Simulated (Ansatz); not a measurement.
NiO:

```
Ni O
1.0
     2.50462    0.00000    0.00000
     0.00000    2.50462    0.00000
     0.00000    0.00000    2.50462
Ni O
1 1
Direct
  0.00000 0.00000 0.00000
  0.50000 0.50000 0.50000
```

Measurements of this composition are mostly on another form, of space group No. 225.

Base run:

| Quantity | Value |
| --- | --- |
| Program | Ansatz 0.2.0 |
| Functional | PBE |
| Potentials or basis | Ansatz PAW |
| Cutoff | 420 eV (not typed: the program's choice for these potentials) |
| k mesh | 9 × 9 × 9 |
| Occupations | fermi-dirac, width 0.05 eV |
| Spin | collinear spin, ferromagnetic start |
| Starting moments | [0.8, 0.0] μB |
| Fixed moment | 0.8 μB |

Its results: pressure 25.5 GPa; site moments Ni +0.63; O +0.17 μB.

Problem. The run is repeated on the same cell with these changes: fixed moment from 0.8 μB to 0.5 μB; moments at the start from [0.8, 0.0] to [0.5, 0.0]. What comes out?

Solution. Pressure 24.5 GPa; site moments Ni +0.40; O +0.10 μB.

Caveats: the total moment is fixed, so each spin has its own Fermi level; a cell with one magnetic atom can't hold antiferromagnetic order, which such compounds often take; the thresholds are loose for stress.
